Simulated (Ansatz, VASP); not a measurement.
**Br: VASP beside Ansatz**

```xyz
1
Lattice="-1.4235 1.4235 3.5775 1.4235 -1.4235 3.5775 1.4235 1.4235 -3.5775" Properties=species:S:1:pos:R:3 pbc="T T T"
Br    0.0000    0.0000    0.0000
```

Alike in both runs: task single point; functional RPBE; dispersion D3(BJ); k mesh 13 × 13 × 13; occupations fermi-dirac, width 0.15 eV; non-collinear spin, spin-orbit coupling.

|  | VASP | Ansatz |
| --- | --- | --- |
| version | VASP 6.6.1 | Ansatz 0.2.0 |
| potentials or method | VASP PAW PBE potentials, release 64 (Br) | PseudoDojo standard (PBE files) |
| plane-wave cutoff (eV) | 520 | 626 |
| valence electrons in the cell | 7 | 7 |

|  | VASP | Ansatz | Ansatz less VASP |
| --- | --- | --- | --- |
| gap on the k mesh at the Fermi level (eV) | none | none | - |
| pressure (GPa) | -3.3 | -3.4 | -0.11 |
| largest component of the traceless stress (GPa) | 1.84 | 1.92 | +0.081 |
| net moment per atom (μB) | 0.00 | 0.00 | 0.000 |
| dispersion energy (meV/atom) | -810.2 | -810.3 | -0.05 |

A gap of «none» marks a metal or a gap that the smearing closes. The functional is the same, so the differences come from potentials, cutoffs and numerics.

Caveats: the PAW data sets were made with another functional, which shifts forces and pressure a little (VASP); the potentials were made for another functional, which shifts forces and pressure (Ansatz); pairwise dispersion overbinds metals, which lowers pressure and volume (Ansatz).
